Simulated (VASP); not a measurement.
Wanted: the native input for a VASP 6.6.1 run.

```
Task                   : single point
Functional             : PBE
Potentials or basis    : VASP PAW PBE potentials, release 64 (Hf_pv, O)
Cutoff                 : 520 eV
k mesh                 : 9 × 9 × 9
Occupations            : fermi-dirac, width 0.1 eV
Spin                   : no spin polarisation
Dipole correction      : no
Further INCAR settings : ALGO = Normal; EDIFF = 1e-06; NBANDS = 18
```

The structure of HfO2 lies in POSCAR:

```
HfO2
1.0
    0.0000000000      2.5762750000      2.5762750000
    2.5762750000      0.0000000000      2.5762750000
    2.5762750000      2.5762750000      0.0000000000
Hf O
1 2
Direct
    0.0000000000      0.0000000000      0.0000000000
    0.2500000000      0.2500000000      0.2500000000
    0.7500000000      0.7500000000      0.7500000000
```

Measurements of this composition are mostly on another form, of space group No. 14.

The input as run:

INCAR

```
  PREC = Accurate
  ENCUT = 520
  EDIFF = 1E-6
  ISMEAR = -1
  SIGMA = 0.1
  LREAL = False
  LASPH = True
  NELM = 60
  ALGO = Normal
  ISIF = 2
  LWAVE = False
  LCHARG = False
  GGA = PE
  NBANDS = 18
```

KPOINTS

```
regular mesh
0
Gamma
  9 9 9
```

Potentials or basis: VASP PAW PBE potentials, release 64 (Hf_pv, O).

Run with:

```console
$ cat potpaw_PBE.64/Hf_pv/POTCAR potpaw_PBE.64/O/POTCAR > POTCAR
$ mpirun -np 1 vasp_std > vasp.out
```

It gave:

The pressure is -10.7 GPa and the band gap on the k mesh is 3.77 eV, indirect (least direct gap 3.88 eV).

Caveat: spin-orbit coupling is left out, which moves the levels of the heavy elements; an odd mesh through Γ misses points on the zone boundary, where band edges often lie.

Wall time 9.5 s on 1 thread of Intel(R) Xeon(R) 6975P-C (Granite Rapids), with other jobs on the host, peak memory 0.17 GiB.
